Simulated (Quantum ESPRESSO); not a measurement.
Set up this calculation in Quantum ESPRESSO 7.5, as an ASE script.

| Item | Value |
| --- | --- |
| Task | relaxation of cell and atoms |
| Functional | PBEsol |
| Dispersion | D3 |
| Potentials or basis | GBRV 1.5 PBEsol |
| Cutoff | 762 eV |
| Density cutoff | 6095 eV |
| k mesh | 11 × 11 × 11 |
| Occupations | fermi-dirac, width 0.05 eV |
| Spin | collinear spin, ferromagnetic start |
| Starting moments | [3.0, 0.0] μB |
| ASE optimiser | FIRE |
| Mixing beta | 0.3 |
| Most SCF iterations | 120 |
| SCF threshold | 4e-10 Ry |

The structure of FeO (Wuestite) lies in FeO.cif:

```cif
data_FeO
_cell_length_a 3.04819591
_cell_length_b 3.04819591
_cell_length_c 3.04819591
_cell_angle_alpha 60.00000000
_cell_angle_beta 60.00000000
_cell_angle_gamma 60.00000000
_space_group_name_H-M_alt 'P1'
_space_group_name_Hall 'P 1'
_space_group_IT_number 1
loop_
_space_group_symop_operation_xyz
'x,y,z'
loop_
_atom_site_label
_atom_site_type_symbol
_atom_site_symmetry_multiplicity
_atom_site_Wyckoff_symbol
_atom_site_fract_x
_atom_site_fract_y
_atom_site_fract_z
_atom_site_occupancy
Fe1 Fe 1 a 0.0000000000 0.0000000000 0.0000000000 1
O1 O 1 a 0.5000000000 0.5000000000 0.5000000000 1
```

The input as run:

run.py

```python
import numpy as np
from ase.calculators.espresso import Espresso, EspressoProfile
from ase.io import read

atoms = read('FeO.cif')
atoms.set_initial_magnetic_moments([3.0, 0.0])

input_data = {
    'control': {'calculation': 'scf', 'prefix': 'pwscf', 'outdir': './tmp', 'tprnfor': True, 'tstress': True, 'disk_io': 'low'},
    'system': {'ecutwfc': 56.0, 'ecutrho': 448.0, 'nbnd': 21, 'occupations': 'smearing', 'smearing': 'fd', 'degauss': 0.00367493, 'nspin': 2, 'vdw_corr': 'grimme-d3', 'dftd3_version': 3},
    'electrons': {'conv_thr': 4e-10, 'electron_maxstep': 120, 'mixing_beta': 0.3},
}
pseudopotentials = {'Fe': 'fe_pbesol_v1.5.uspp.F.UPF', 'O': 'o_pbesol_v1.2.uspp.F.UPF'}
profile = EspressoProfile(command='mpirun -n 2 pw.x -nk 2', pseudo_dir='pseudo')
dft = Espresso(profile=profile, input_data=input_data, pseudopotentials=pseudopotentials, kpts=(11, 11, 11), koffset=(0, 0, 0))
atoms.calc = dft

from ase.optimize import FIRE
from ase.filters import FrechetCellFilter
done = FIRE(FrechetCellFilter(atoms), trajectory='opt.traj').run(fmax=0.02, steps=30)
print('converged', done)
print('cell (A)', np.round(atoms.cell.cellpar(), 5))
print(f'energy {atoms.get_potential_energy():.8f} eV')
print('forces (eV/A)')
print(np.round(atoms.get_forces(), 6))
print('stress (eV/A^3, Voigt)')
print(np.round(atoms.get_stress(), 8))
print(f'Fermi level {dft.get_fermi_level():.4f} eV')
```

Potentials or basis: GBRV 1.5 PBEsol.

Command:

```console
$ OMP_NUM_THREADS=1 python run.py
```

It gave:

```
Relaxed volume                                        : 9.51 Å³/atom
Relaxed cell                                          : a = 2.996 Å, b = 2.996 Å, c = 2.996 Å, α = 60.00°, β = 60.00°, γ = 60.00°
Space group after relaxing (to 0.05 Å)                : Fm-3m (No. 225)
Energy gained by relaxing                             : 16.8 meV/atom
Ionic steps                                           : 14
Pressure after relaxing                               : -0.3 GPa
Band gap on the k mesh                                : none (metal or under the smearing width)
Net moment                                            : 4.00 μB per cell
Absolute moment                                       : 4.01 μB per cell
Site moments                                          : Fe +3.43; O +0.33 μB
Valence electrons inside the program's atomic spheres : Fe 13.48; O 5.77
```

Caveat: a cell with one magnetic atom can't hold antiferromagnetic order, which such compounds often take; semilocal functionals often make such compounds metallic where correlation or magnetic order opens a gap, which also shifts bond lengths; pairwise dispersion overbinds metals, which lowers pressure and volume.

Wall time 16 min on 2 MPI ranks on AMD EPYC 7R43 64-Core Processor (Zen 3), with other jobs on the host, peak memory 0.28 GiB a rank.
